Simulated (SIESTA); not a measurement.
# CsPbBr3 under changes of volume

One of the cells (41.261 Å³/atom); the others are scaled copies at fixed shape and fractional positions:

```
Pb Cs Br
1.0
     5.90888    0.00000    0.00000
     0.00000    5.90888    0.00000
     0.00000    0.00000    5.90888
Pb Cs Br
1 1 3
Direct
  0.50000 0.50000 0.50000
  0.00000 0.00000 0.00000
  0.50000 0.50000 0.00000
  0.50000 0.00000 0.50000
  0.00000 0.50000 0.50000
```

Measurements of this composition are mostly on another form, of space group No. 62.

| Property | Result |
| --- | --- |
| Program | SIESTA 5.4.2 |
| Functional | PBEsol |
| Potentials or basis | PseudoDojo 0.4 standard (PBEsol files) |
| Basis | DZP (energy shift 0.003 Ry; two zetas on semicore shells; d shell added on Cs) |
| Grid cutoff | 500 Ry |
| Energy shift | 0.003 Ry |
| k mesh | 5 × 5 × 5 |
| Occupations | fermi-dirac, width 0.05 eV |
| Spin | no spin polarisation |

| volume (Å³/atom) | energy over the lowest point (meV/atom) | pressure (GPa) | gap on the mesh (eV) |
| --- | --- | --- | --- |
| 38.025 | 15.59 | 1.9 | 2.50 |
| 38.834 | 7.64 | 1.3 | 2.54 |
| 39.643 | 2.58 | 0.7 | 2.57 |
| 41.261 | 0.00 | -0.2 | 2.62 |
| 42.070 | 1.91 | -0.6 | 2.65 |
| 42.880 | ? | ? | ? |

What does the run at 42.880 Å³/atom give?

Energy over the lowest point 5.77 meV/atom; pressure -0.9 GPa; gap on the mesh 2.67 eV.

Worked out: A Birch-Murnaghan fit of order 3 (a polynomial in V^(-2/3)) to the other rows has its minimum at 40.90 Å³/atom with B0 = V·E''(V) = 22 GPa and B' = 4.9. It gives 5.67 meV/atom at 42.880 Å³/atom, against the run's 5.77, and -dE/dV = -0.9 GPa, against -0.9. A straight line through the other rows of the gap, of slope 1.43 eV per unit of ln V (its deformation potential), extrapolates to 2.68 eV, against the run's 2.67.

Energies are extrapolated to zero smearing.

Caveats: spin-orbit coupling is left out, which as a rule narrows the gap of such compounds by several tenths of an eV; an odd mesh through Γ misses points on the zone boundary, where band edges often lie; the basis of atomic orbitals isn't converged, which shifts pressures, moduli and gaps.
